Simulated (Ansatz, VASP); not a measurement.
Ge in VASP and in Ansatz

Contents of INCAR:

```
SYSTEM = Ge
PREC = Accurate
ENCUT = 600
EDIFF = 1E-6
ISMEAR = -1
SIGMA = 0.05
LREAL = .FALSE.
LASPH = .TRUE.
NELM = 60
ALGO = Normal
ISIF = 3
LWAVE = .FALSE.
LCHARG = .FALSE.
GGA = RP
IBRION = 2
NSW = 60
EDIFFG = -0.01
```

File KPOINTS:

```
Automatic mesh
0
G
  11 11 11
  0 0 0
```

The input POSCAR:

```
Ge
1.0
   -2.5744897190      2.5744897190      1.3974126432
    2.5744897190     -2.5744897190      1.3974126432
    2.5744897190      2.5744897190     -1.3974126432
Ge
2
Direct
    0.5000000000      0.5000000000      0.0000000000
    0.2500000000      0.7500000000      0.5000000000
```

The input input.yaml:

```yaml
crystal:
  lattice:
    - [-2.574489719, 2.574489719, 1.3974126432]
    - [2.574489719, -2.574489719, 1.3974126432]
    - [2.574489719, 2.574489719, -1.3974126432]
  atoms:
    - { symbol: Ge, position: [0.5, 0.5, 0.0] }
    - { symbol: Ge, position: [0.25, 0.75, 0.5] }
hamiltonian:
  xc: rpbe
  pseudopotentials: { kind: paw }
kpoints:
  mp_grid: { grid: [11, 11, 11] }
scf:
  occupations: { method: fermi_dirac, width: 0.05 }
output:
  forces: true
  stress: true
  write_density: true
  write_potential: true
  elf: true
  volumetric_format: npy
relax:
  f_tol: 0.01
  max_steps: 40
  cell: { stress_tol: 0.05 }
```

This isn't the form of Ge at room conditions, which is diamond.

Alike in both runs: task relaxation of cell and atoms; functional RPBE; k mesh 11 × 11 × 11; occupations fermi-dirac, width 0.05 eV; no spin polarisation.

|  | VASP | Ansatz |
| --- | --- | --- |
| version | VASP 6.6.1 | Ansatz 0.2.0 |
| potentials or method | VASP PAW PBE potentials, release 64 (Ge_d) | Ansatz PAW |
| plane-wave cutoff (eV) | 600 | 420 |
| valence electrons in the cell | 28 | 28 |

```csv
,VASP,Ansatz,Ansatz less VASP
"gap on the k mesh at the Fermi level, each at its own relaxed structure (eV)",none,none,-
relaxed volume (Å³/atom),19.83,19.81,-0.019
relaxed cell length with the largest relative difference (Å),3.993,3.991,-0.0013
energy change over the relaxation (meV/atom),-19,-19,+0.5
```

A gap of «none» marks a metal or a gap that the smearing closes.

Caveats: the PAW data sets were made with another functional, which shifts forces and pressure a little (VASP); the plane-wave basis is chosen anew once the cell has moved, so the energies of steps on either side of that aren't comparable (Ansatz); the PAW data sets come from PBE, with cores solved anew for the run's functional, which leaves a small shift of forces and pressure (Ansatz).
